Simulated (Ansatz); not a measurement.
# Ni (bcc): the equilibrium volume

At what volume is Ni (bcc) free of pressure? Whether the element takes this structure at low temperature is a separate question.

This is Ni in the bcc structure; at room conditions it is fcc.

Computed with Ansatz 0.2.0 (DFT PBE, scalar-relativistic, plane waves, PAW, unless a step's input says otherwise).

**1. The structure to begin with**

Symmetry: Im-3m, No. 229, cubic system. Conventional cell: a = 2.794 Å, b = 2.794 Å, c = 2.794 Å, α = 90.00°, β = 90.00°, γ = 90.00°. Ni (site symmetry m-3m) is surrounded by 8 Ni at 2.42 Å.

As a file:

```
CELL_PARAMETERS angstrom
-1.39691 1.39691 1.39691
1.39691 -1.39691 1.39691
1.39691 1.39691 -1.39691
ATOMIC_POSITIONS crystal
Ni 0.00000 0.00000 0.00000
```

The moments start at Ni 0.80 μB.

**2. The first run**

Contents of input.yaml:

```yaml
crystal:
  lattice:
    - [-1.3969149756, 1.3969149756, 1.3969149756]
    - [1.3969149756, -1.3969149756, 1.3969149756]
    - [1.3969149756, 1.3969149756, -1.3969149756]
  atoms:
    - { symbol: Ni, position: [0.0, 0.0, 0.0], spin: 0.8 }
basis:
  ecutwfc: 420
  ecutrho_ratio: 4
kpoints:
  mp_grid: { grid: [20, 20, 20] }
hamiltonian:
  xc: pbe
scf:
  occupations: { method: gaussian, width: 0.05 }
output:
  forces: true
  stress: true
  eigenvalues: true
  populations: true
magnetization:
  spin_polarized: true
```

Standard output, shortened:

```text
Warning: RAYON_NUM_THREADS=2 ignored (pool sized by the plan → 2); use --threads N
[...]
Pseudopotentials: kind: paw
Pseudopotential: Ni, paw, valence charge 18, recommended cutoff 420 eV (normal), Ni.paw.azcp
Functional definition: PBE
[...]
Crystal: 1 atoms, lattice volume = 10.904 Å³
Basis set: ecut = 420 eV, 201 PW (Γ), exchange–correlation on 36×36×36 points (8 copies of the dense FFT grid, shifted against one another)
Bands: 14, of which v1, the nominal top of the filled ones, is band 9 counted from 1 (8 counted from 0)
Symmetry: 48 space group operations
Space group: Im-3m (ITA 229), of the structure as read, at distance tolerance 2.2e-5 Å
Magnetic group: BNS 229.140 (UNI 1642), of the structure as read, at distance tolerance 2.2e-5 Å
k-points: 256 of 8000
[...]
Starting moments: Σ|m| = 0.8 μB on 1 of 1 site
[...]
SCF iter   1: F=—  HF=-5838.771112 eV  |F-HF|=—  |Δ(HF+E_count)|=         —  Δρ=5.61e-2 (↑3.46e-2 ↓5.61e-2)  dr2=5.49e-1  dr2_m=1.29e-2  M=0.737 μB ∫|m|=0.774 μB  β_m=0.30  ethr=3.03e-3  ⟨swp⟩=1.0  Hψ=48644  notcnv=0
[...]
SCF iter  11: F=-5839.622551 eV  HF=-5839.622551 eV  |F-HF|=7.28e-12  |Δ(HF+E_count)|=  4.98e-10  Δρ=2.34e-7 (↑1.27e-7 ↓2.34e-7)  dr2=7.43e-12  dr2_m=4.66e-13  M=0.581 μB ∫|m|=0.647 μB  ethr=3.40e-11  ⟨swp⟩=4.8  Hψ=26134  notcnv=0
[...]
SCF converged after 11 iterations
Magnetization: 0.5814 μB (9.2907 up, 8.7093 down)
Absolute magnetization: 0.6478 μB (∫|ρ↑−ρ↓|, with the PAW one-centre terms)
Spin contamination: 0.0059 ħ² per cell (⟨S²⟩ above its minimum at these occupations)
Per-site moments (μB) at R_I (Å): [(0.6119012172913251, 0.9980551810321285)]
Free energy (F): -5839.622551 eV
[...]
E sigma→0 (E₀):  -5839.621853 eV
Entropy (-TS):   -0.001396 eV (-1.396 meV/atom)
Fermi energy:    17.999529 eV
[...]
--- Forces (eV/Å), atoms counted from 1 ---
  atom   1  Ni    -0.00000000     0.00000000    -0.00000000
[...]
--- Stress (GPa, compression-positive) ---
        1.573498      -0.000000      -0.000000
       -0.000000       1.573498      -0.000000
        0.000000       0.000000       1.573498
  P = ⅓ Tr σ = 1.5735 GPa (15.735 kbar)
--- Band table (eV; the first three rows and the last of 512) ---
  k-point 0 ↑: bands = ["-85.4126", "-45.6714", "-45.6714", "-45.6714", "9.0188", "15.6721", "15.6721", "15.6721", "17.1178", "17.1178", "44.1998", "44.1998", "44.1998", "48.9095"]
[...]
--- Löwdin populations: 1 site ---
  site symbol       q [e]    m [muB]
     0     Ni     17.7791     0.6056
  spilling = 0.012273 (of n_electrons = 18.000000)
```

It took 5.7 s on 2 threads of an Arm CPU, shared host; peak memory 0.34 GiB.

This gives: volume 10.904 Å³/atom, pressure 1.57 GPa, metallic, moments in the atoms' spheres Ni 0.61 μB.

**3. Next volume: 11.018 Å³/atom**

Contents of input.yaml:

```yaml
crystal:
  lattice:
    - [-1.4017825344, 1.4017825344, 1.4017825344]
    - [1.4017825344, -1.4017825344, 1.4017825344]
    - [1.4017825344, 1.4017825344, -1.4017825344]
  atoms:
    - { symbol: Ni, position: [0.0, 0.0, 0.0], spin: 0.67 }
basis:
  ecutwfc: 420
  ecutrho_ratio: 4
kpoints:
  mp_grid: { grid: [20, 20, 20] }
hamiltonian:
  xc: pbe
scf:
  occupations: { method: gaussian, width: 0.05 }
output:
  forces: true
  stress: true
  eigenvalues: true
  populations: true
magnetization:
  spin_polarized: true
```

Standard output, shortened:

```text
Warning: RAYON_NUM_THREADS=2 ignored (pool sized by the plan → 2); use --threads N
[...]
[... 3 set-up lines as earlier in the session ...]
[...]
Crystal: 1 atoms, lattice volume = 11.018 Å³
Basis set: ecut = 420 eV, 201 PW (Γ), exchange–correlation on 36×36×36 points (8 copies of the dense FFT grid, shifted against one another)
Bands: 14, of which v1, the nominal top of the filled ones, is band 9 counted from 1 (8 counted from 0)
[... 2 set-up lines as earlier in the session ...]
Magnetic group: BNS 229.140 (UNI 1642), of the structure as read, at distance tolerance 2.2e-5 Å
k-points: 256 of 8000
[...]
Starting moments: Σ|m| = 0.67 μB on 1 of 1 site
[...]
Absolute magnetization: 0.6516 μB (∫|ρ↑−ρ↓|, with the PAW one-centre terms)
Spin contamination: 0.0061 ħ² per cell (⟨S²⟩ above its minimum at these occupations)
Per-site moments (μB) at R_I (Å): [(0.614817540666167, 1.0015329104316804)]
Free energy (F): -5839.622937 eV
[...]
E sigma→0 (E₀):  -5839.622243 eV
Entropy (-TS):   -0.001390 eV (-1.390 meV/atom)
Fermi energy:    17.765147 eV
[...]
--- Forces (eV/Å), atoms counted from 1 ---
  atom   1  Ni    -0.00000000    -0.00000000     0.00000000
[...]
--- Stress (GPa, compression-positive) ---
       -0.474001      -0.000000       0.000000
       -0.000000      -0.474001      -0.000000
       -0.000000       0.000000      -0.474001
  P = ⅓ Tr σ = -0.4740 GPa (-4.740 kbar)
--- Band table (eV; the first three rows and the last of 512) ---
  k-point 0 ↑: bands = ["-85.6329", "-45.8963", "-45.8963", "-45.8963", "8.8554", "15.4611", "15.4611", "15.4611", "16.8881", "16.8881", "43.8601", "43.8601", "43.8601", "48.5046"]
[...]
--- Löwdin populations: 1 site ---
  site symbol       q [e]    m [muB]
     0     Ni     17.7791     0.6083
  spilling = 0.012274 (of n_electrons = 18.000000)
```

Run time: 5.5 s. Hardware: 2 threads of an Arm CPU, shared host; peak memory 0.34 GiB.

This gives: volume 11.018 Å³/atom, pressure -0.47 GPa, a metal on this mesh, moments in the atoms' spheres Ni 0.61 μB.

**4. Stepping to 10.991 Å³/atom**

Contents of input.yaml:

```yaml
crystal:
  lattice:
    - [-1.400633654, 1.400633654, 1.400633654]
    - [1.400633654, -1.400633654, 1.400633654]
    - [1.400633654, 1.400633654, -1.400633654]
  atoms:
    - { symbol: Ni, position: [0.0, 0.0, 0.0], spin: 0.68 }
basis:
  ecutwfc: 420
  ecutrho_ratio: 4
kpoints:
  mp_grid: { grid: [20, 20, 20] }
hamiltonian:
  xc: pbe
scf:
  occupations: { method: gaussian, width: 0.05 }
output:
  forces: true
  stress: true
  eigenvalues: true
  populations: true
magnetization:
  spin_polarized: true
```

Standard output, shortened:

```text
Warning: RAYON_NUM_THREADS=2 ignored (pool sized by the plan → 2); use --threads N
[...]
[... 3 set-up lines as earlier in the session ...]
[...]
Crystal: 1 atoms, lattice volume = 10.991 Å³
Basis set: ecut = 420 eV, 201 PW (Γ), exchange–correlation on 36×36×36 points (8 copies of the dense FFT grid, shifted against one another)
Bands: 14, of which v1, the nominal top of the filled ones, is band 9 counted from 1 (8 counted from 0)
[... 2 set-up lines as earlier in the session ...]
Magnetic group: BNS 229.140 (UNI 1642), of the structure as read, at distance tolerance 2.2e-5 Å
k-points: 256 of 8000
[...]
Starting moments: Σ|m| = 0.68 μB on 1 of 1 site
[...]
Absolute magnetization: 0.6507 μB (∫|ρ↑−ρ↓|, with the PAW one-centre terms)
Spin contamination: 0.0060 ħ² per cell (⟨S²⟩ above its minimum at these occupations)
Per-site moments (μB) at R_I (Å): [(0.6141669352352549, 1.0007120687515245)]
Free energy (F): -5839.622975 eV
[...]
E sigma→0 (E₀):  -5839.622280 eV
Entropy (-TS):   -0.001390 eV (-1.390 meV/atom)
Fermi energy:    17.820182 eV
[...]
--- Forces (eV/Å), atoms counted from 1 ---
  atom   1  Ni     0.00000000     0.00000000    -0.00000000
[...]
--- Stress (GPa, compression-positive) ---
        0.000559      -0.000000      -0.000000
        0.000000       0.000559       0.000000
        0.000000      -0.000000       0.000559
  P = ⅓ Tr σ = 0.0006 GPa (0.006 kbar)
--- Band table (eV; the first three rows and the last of 512) ---
  k-point 0 ↑: bands = ["-85.5812", "-45.8435", "-45.8435", "-45.8435", "8.8937", "15.5106", "15.5106", "15.5106", "16.9420", "16.9420", "43.9399", "43.9399", "43.9399", "48.5997"]
[...]
--- Löwdin populations: 1 site ---
  site symbol       q [e]    m [muB]
     0     Ni     17.7791     0.6077
  spilling = 0.012274 (of n_electrons = 18.000000)
```

It took 5.6 s on 2 threads of an Arm CPU, shared host; peak memory 0.34 GiB.

Result: volume 10.991 Å³/atom, pressure 0.00 GPa, no gap, moments in the atoms' spheres Ni 0.61 μB.

**5. The way to zero pressure**

```
step  level      mesh  relaxed  volume (Å³/atom)  pressure (GPa)
   2    PBE  20×20×20  nothing            10.904            1.57
   3    PBE  20×20×20  nothing            11.018           -0.47
   4    PBE  20×20×20  nothing            10.991            0.00
```

How the cell compares, before and after:

| cell as typed | before | after | change |
| --- | --- | --- | --- |
| a (Å) | 2.420 | 2.426 | +0.3 % |
| b (Å) | 2.420 | 2.426 | +0.3 % |
| c (Å) | 2.420 | 2.426 | +0.3 % |
| volume (Å³/atom) | 10.904 | 10.991 | +0.8 % |
| shortest distance (Å) | 2.420 | 2.426 | +0.3 % |
| space group | Im-3m | Im-3m | same |

**6. What came out**

| quantity | value |
| --- | --- |
| volume | 10.991 Å³/atom |
| pressure | 0.00 GPa |
| conventional cell | a = 2.801 Å, b = 2.801 Å, c = 2.801 Å, α = 90.00°, β = 90.00°, γ = 90.00° |
| gap on the mesh | none (metal) |
| spin moments in spheres | Ni 0.61 μB |

**Reading.** From the first run shown, the volume went from 10.90 to 10.99 Å³/atom (+0.8 %) in 3 runs, where the pressure is zero within 0.01 GPa.
